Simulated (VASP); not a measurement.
# PbSe in VASP: one cell, several levels of theory

The task here is to estimate one member of a computed series from the others.

Program: VASP 6.6.1. PAW datasets, plane waves. No spin polarisation and no zero-point or thermal motion.

## The cell

The cell comes from an earlier relaxation with r2SCAN in another program.

It is cubic, Fm-3m (No. 225); conventional cell a = 6.177 Å, 29.47 Å³ an atom. Around Pb lie 6 Se at 3.09 Å; around Se lie 6 Pb at 3.09 Å.

Coordinates:

```
CELL_PARAMETERS angstrom
0.00000 3.08870 3.08870
3.08870 0.00000 3.08870
3.08870 3.08870 0.00000
ATOMIC_POSITIONS crystal
Pb 0.00000 0.00000 0.00000
Se 0.50000 0.50000 0.50000
```

The first run:

File INCAR:

```
ENCUT = 520.000000
SIGMA = 0.020000
EDIFF = 1.00e-07
GGA = PE
PREC = Accurate
IBRION = -1
ISIF = 2
ISMEAR = -1
NBANDS = 17
NELM = 120
NSW = 0
LASPH = .TRUE.
LCHARG = .FALSE.
LWAVE = .FALSE.
LREAL = .FALSE.
```

File KPOINTS:

```
KPOINTS created by Atomic Simulation Environment
0
Gamma
8 8 8
0 0 0
```

File KPOINTS_OPT:

```
special points
6
Reciprocal
0.0000000000 0.0000000000 0.0000000000 1
0.5000000000 0.0000000000 0.5000000000 1
0.5000000000 0.2500000000 0.7500000000 1
0.3750000000 0.3750000000 0.7500000000 1
0.5000000000 0.5000000000 0.5000000000 1
0.6250000000 0.2500000000 0.6250000000 1
```

File POSCAR:

```
Pb Se
 1.0000000000000000
     0.0000000000000000    3.0887022138622031    3.0887022138622031
     3.0887022138622031   -0.0000000000000000    3.0887022138622031
     3.0887022138622031    3.0887022138622031   -0.0000000000000000
 Pb  Se
   1   1
Cartesian
 -0.0000000000000000 -0.0000000000000000 -0.0000000000000000
  3.0887022138622031  3.0887022138622031  3.0887022138622031
```

Potentials: the recommended PBE PAW datasets, 20 valence electrons in the neutral cell.

Steps of the session up to this table: PBE at this geometry; r2SCAN at this geometry; Single point with LDA; Single point with PBEsol; Single point with PBE+SOC; Linear response to a field, PBE.

One of the session's tables, all rows but one given; the rest of the session is left out.

| level | gap (eV) | pressure (GPa) |
| --- | --- | --- |
| PBE | 0.38 | 0.93 |
| r2SCAN | ? | ? |
| LDA | 0.25 | -3.27 |
| PBEsol | 0.29 | -1.82 |
| PBE+SOC | 0.01 | 0.71 |

Q: Estimate the row for r2SCAN from the others.

**Answer.** gap (eV): 0.67; pressure (GPa): 0.01. In the column «gap (eV)» it is the highest.
